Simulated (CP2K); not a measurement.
The system is Re.

```
CELL_PARAMETERS angstrom
2.76080 0.00000 0.00000
-1.38040 2.39092 0.00000
0.00000 0.00000 4.45820
ATOMIC_POSITIONS crystal
Re 0.66667 0.33333 0.75000
Re 0.33333 0.66667 0.25000
```

Base run:

- Program: CP2K 2026.2
- Functional: LDA
- Potentials or basis: POTENTIAL_UZH Re GTH-PBE-q15; TZVP-MOLOPT-PBE-GTH basis
- Density cutoff: 9184 eV
- k mesh: 11 × 11 × 6
- Occupations: fermi-dirac, width 0.05 eV
- Spin: no spin polarisation

Its results: band gap on the k mesh none (metal or under the smearing width); pressure -8.1 GPa.

After a change of settings the same cell gave: band gap on the k mesh none (metal or under the smearing width); pressure 6.2 GPa. Which change was it?
A. functional from LDA to HLE16
B. functional from LDA to PBE; density cutoff from 9184 eV to 6123 eV; cutoff of the grids from 675 Ry to 450 Ry
C. functional from LDA to optB88-vdW
D. functional from LDA to PBEsol

C.

Caveats: the potentials were made for another functional, which shifts forces and pressure; spin-orbit coupling is left out, which moves the levels of the heavy elements; the basis of atomic orbitals isn't converged, which shifts pressures, moduli and gaps.
